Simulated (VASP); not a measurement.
Set up this calculation in VASP 6.6.1, as the native input.

- Task: single point
- Functional: HSE06
- Potentials or basis: VASP PAW PBE potentials, release 64 (Ca_sv, Se)
- Cutoff: 520 eV
- k mesh: 6 × 6 × 6
- Occupations: gaussian, width 0.01 eV
- Spin: no spin polarisation
- Dipole correction: no
- Exchange at q = 0: truncated
- Grid for exact exchange (PRECFOCK): Normal
- Screening parameter: 0.2079 1/A
- Further INCAR settings: ALGO = Normal; EDIFF = 1e-06; NBANDS = 15

The system is CaSe.

```xyz
2
Lattice="3.8296 0.0000 0.0000 0.0000 3.8296 0.0000 0.0000 0.0000 3.8296" Properties=species:S:1:pos:R:3 pbc="T T T"
Ca    0.0000    0.0000    0.0000
Se    1.9148    1.9148    1.9148
```

The cell was built by a generator and needn't be a form met in nature.

The cell isn't the ideal one: hydrostatic strain +5.4%.

These files were run (other wordings do the same):

POSCAR

```
CaSe
1.0
    3.8296093905      0.0000000000      0.0000000000
    0.0000000000      3.8296093905      0.0000000000
    0.0000000000      0.0000000000      3.8296093905
Ca Se
1 1
Direct
    0.0000000000      0.0000000000      0.0000000000
    0.5000000000      0.5000000000      0.5000000000
```

INCAR.step1

```
PREC = Accurate ; ENCUT = 520
EDIFF = 1E-5 ; ISMEAR = 0
SIGMA = 0.01 ; LREAL = F
LASPH = T ; NELM = 100
ALGO = Normal ; ISIF = 2
LWAVE = T ; LCHARG = F
GGA = PE ; NBANDS = 15
```

INCAR.step2

```
PREC = Accurate ; ENCUT = 520
EDIFF = 1E-6 ; ISMEAR = 0
SIGMA = 0.01 ; LREAL = F
LASPH = T ; NELM = 100
ALGO = Normal ; ISIF = 2
LWAVE = F ; LCHARG = F
GGA = PE ; LHFCALC = T
HFSCREEN = 0.2079 ; PRECFOCK = Normal
ISTART = 1 ; NBANDS = 15
```

KPOINTS

```
regular mesh
0
Gamma
  6 6 6
```

Potentials or basis: VASP PAW PBE potentials, release 64 (Ca_sv, Se).

Launch:

```bash
$ cat potpaw_PBE.64/Ca_sv/POTCAR potpaw_PBE.64/Se/POTCAR > POTCAR
$ cp INCAR.step1 INCAR
$ mpirun -np 1 vasp_std > vasp.out
$ cp INCAR.step2 INCAR
$ mpirun -np 1 vasp_std > vasp.out
```

It gave:

```
Pressure               : -6.1 GPa
Band gap on the k mesh : 1.72 eV, direct
```

Caveat: the PAW data sets were made with another functional, which shifts forces and pressure a little.

Wall time 18 min on 1 thread of Intel(R) Xeon(R) 6975P-C (Granite Rapids), with other jobs on the host, peak memory 0.29 GiB.
